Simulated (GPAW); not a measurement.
# RbBr (Fm-3m): one start, several treatments of the self-energy

How much does the gap of RbBr (Fm-3m) depend on the approximation to the self-energy?

Main program and level: GPAW 26.7.0; PBE and many-body steps on it, plane waves.

Most raw output is cut from this account.

The database entry behind the starting cell differs from later determinations by our own check (about 0.5 % short), so it need not match the best structure at ambient conditions.

### Step 1. The starting structure

Symmetry: Fm-3m, No. 225, cubic system. Conventional cell: a = 6.854 Å, b = 6.854 Å, c = 6.854 Å, α = 90.00°, β = 90.00°, γ = 90.00°. Rb has 6 Br at 3.43 Å nearest. Br has 6 Rb at 3.43 Å nearest. Farther neighbours and most contacts between anions are not listed.

Structure file:

```cif
data_structure
_symmetry_space_group_name_H-M 'P 1'
_symmetry_Int_Tables_number 1
_cell_length_a 4.8465
_cell_length_b 4.8465
_cell_length_c 4.8465
_cell_angle_alpha 60.000
_cell_angle_beta 60.000
_cell_angle_gamma 60.000
_cell_volume 80.50
loop_
_atom_site_label
_atom_site_type_symbol
_atom_site_fract_x
_atom_site_fract_y
_atom_site_fract_z
_atom_site_occupancy
Rb1 Rb 0.00000 0.00000 0.00000 1
Br2 Br 0.50000 0.50000 0.50000 1
```

The cell and positions come from the Crystallography Open Database and are kept as given unless a step says otherwise.

### Step 2. Empty states on the mesh, 4×4×4 mesh, 433 bands

This step: GPAW 26.7.0; DFT, PBE, plane waves, PAW.

The sums over transitions need many empty states on a uniform mesh; this step solves for them.

Input file run.py:

```python
import json
import numpy as np
from gpaw.mpi import world
from gpaw import GPAW

calc = GPAW('gs.gpw').fixed_density(kpts={'size': (4, 4, 4), 'gamma': True},
    parallel={'domain': 1, 'band': 1},
    txt='nscf.txt')
calc.diagonalize_full_hamiltonian(nbands=433)
calc.write('full.gpw', mode='all')
res = {}
kpts = calc.get_ibz_k_points()
res['kpts'] = kpts
res['eigenvalues'] = [calc.get_eigenvalues(kpt=k) for k in range(len(kpts))]
res['n_electrons'] = calc.get_number_of_electrons()

if world.rank == 0:
    with open('result.json', 'w') as f:
        json.dump(res, f, default=lambda x: x.tolist())
```

Launch:

```bash
$ mpirun -n 4 gpaw python run.py
```

Wall time 19 s (4 MPI ranks of Arm Neoverse V1, shared host); peak memory 1.6 GiB; 75 s of CPU time.

This step gave:

| Item | Value |
| --- | --- |
| gap | 4.368 eV |
| k of the valence top | 0, 0, 0 |
| k of the conduction bottom | 0, 0, 0 |
| least direct gap | 4.368 eV |
| k points computed | 8 |
| lowest point of the top converged band, above the valence top | 169.3262 eV |

On this mesh the gap is 4.368 eV.

### Step 3. G0W0, Godby-Needs plasmon pole

G0W0 replaces the xc potential by the self-energy, built once from these orbitals. Only a window of levels is corrected, while the sums run over the empty bands that the input names.

This step: G0W0 with a vertex from the rALDA kernel on PBE, plane waves, PAW.

Input file run.py:

```python
import json
import numpy as np
from gpaw.mpi import world
from gpaw.response.g0w0 import G0W0

gw = G0W0('full.gpw',
    filename='gw',
    kpts=[0],
    bands=(6, 10),
    ecut=175,
    nbands=423,
    integrate_gamma='WS',
    ppa=True,
    xc='rALDA',
    fxc_mode=None,
    fxc_modes=['GWP', 'GWS', 'GWG'],
    do_GW_too=True)
gw.calculate()
res = {mode: {k: v for k, v in r.items() if k != 'sigma_eskwn'}
       for mode, r in gw.all_results.items()}

if world.rank == 0:
    with open('result.json', 'w') as f:
        json.dump(res, f, default=lambda x: x.tolist())
```

Launch:

```bash
$ mpirun -n 4 gpaw python run.py
```

It took 19 min on 4 MPI ranks; peak memory 6.1 GiB; 74 min of CPU time.

Numbers from this step:

| Item | Value |
| --- | --- |
| gap with the vertex in the polarisability | 6.692 eV |
| gap with the vertex in the self-energy | 7.060 eV |
| gap with the vertex in both | 6.882 eV |
| G0W0 gap on the points computed | 6.899 eV |
| least direct G0W0 gap on the computed points | 6.899 eV |
| Z at the valence top | 0.8201 |
| Z at the conduction bottom | 0.8753 |
| starting gap on the mesh | 4.368 eV |
| k of the valence top | 0, 0, 0 |
| k of the conduction bottom | 0, 0, 0 |

The gap on the mesh goes from 4.37 eV to 6.90 eV, a correction of +2.53 eV.

### Step 4. G0W0 with rALDA vertex

run.py: that of step 3 with these lines changed.

```diff
@@ -9,4 +9,4 @@
     bands=(6, 10),
-    ecut=175,
-    nbands=423,
+    ecut=105,
+    nbands=196,
     integrate_gamma='WS',
@@ -14,5 +14,3 @@
     xc='rALDA',
-    fxc_mode=None,
-    fxc_modes=['GWP', 'GWS', 'GWG'],
-    do_GW_too=True)
+    fxc_mode='GWG')
 gw.calculate()
```

Launch:

```bash
$ mpirun -n 4 gpaw python run.py
```

Wall time 2.9 min (4 MPI ranks); peak memory 3.6 GiB.

This step gave:

```yaml
quasiparticle_gap_on_the_points_computed: 6.834 eV
least_direct_quasiparticle_gap_on_the_computed_points: 6.834 eV
z_at_the_valence_top: 0.8319
z_at_the_conduction_bottom: 0.8875
starting_gap_on_the_mesh: 4.368 eV
k_of_the_valence_top: 0, 0, 0
k_of_the_conduction_bottom: 0, 0, 0
```

Against G0W0 in GPAW (4×4×4 mesh, 423 bands, screening to 175 eV, Godby-Needs plasmon pole), the gap moves by −0.065 eV.

### Step 5. Side by side

Times are wall times on 4 MPI ranks of Arm Neoverse V1, shared host, good to a factor of about two.

```tsv
run	mesh	bands	screening cutoff (eV)	DFT gap (eV)	gap on the mesh (eV)	direct (eV)	time
G0W0, Godby-Needs plasmon pole	4×4×4	423	175	4.368	6.899	6.899	19 min
G0W0 with rALDA vertex	4×4×4	196	105	4.368	6.834	6.834	2.9 min
```

### Step 6. Summary of results

```json
{
  "G0W0, Godby-Needs plasmon pole": "6.899 eV",
  "G0W0 with rALDA vertex": "6.834 eV",
  "known limits": "not at the basis limit; no spin-orbit coupling"
}
```

In words: G0W0 with rALDA vertex: −0.065 eV against G0W0, Godby-Needs plasmon pole, at other bands or cutoff, so not like for like. With the rALDA kernel as a vertex the gap is 6.69 eV (in the polarisability), 7.06 eV (in the self-energy) and 6.88 eV (in both), against 6.90 eV without. Bands and cutoff are finite, so the gap is not at the basis limit. The miss can reach some tenths of an eV and take either sign; the mesh is an error of its own. These stock PAW sets were not made for GW; the filled d or f shell of Br lies in the frozen core, which bears on start and correction. In the G0W0 runs levels were corrected at 1 k point alone, so a gap called «on the mesh» is the least over those, and an edge elsewhere would be missed. The many-body steps are scalar-relativistic: spin-orbit coupling is not in them.

[Paths, hosts, dates, memory and timing lines, banners, echoed tables and standing remarks are left out of the program output.]

[Logs are printed without paths, hosts, clocks, repeated set-up lines and the standing remarks that a program may print on its own settings, such as how far it seeks lower states.]

[Runs of the session that timed out or met a known fault of the program may be left out.]

[Hosts, paths, dates, database ids (printed as entryN), source tags and the programs' standing remarks are cut or masked in the printed files.]
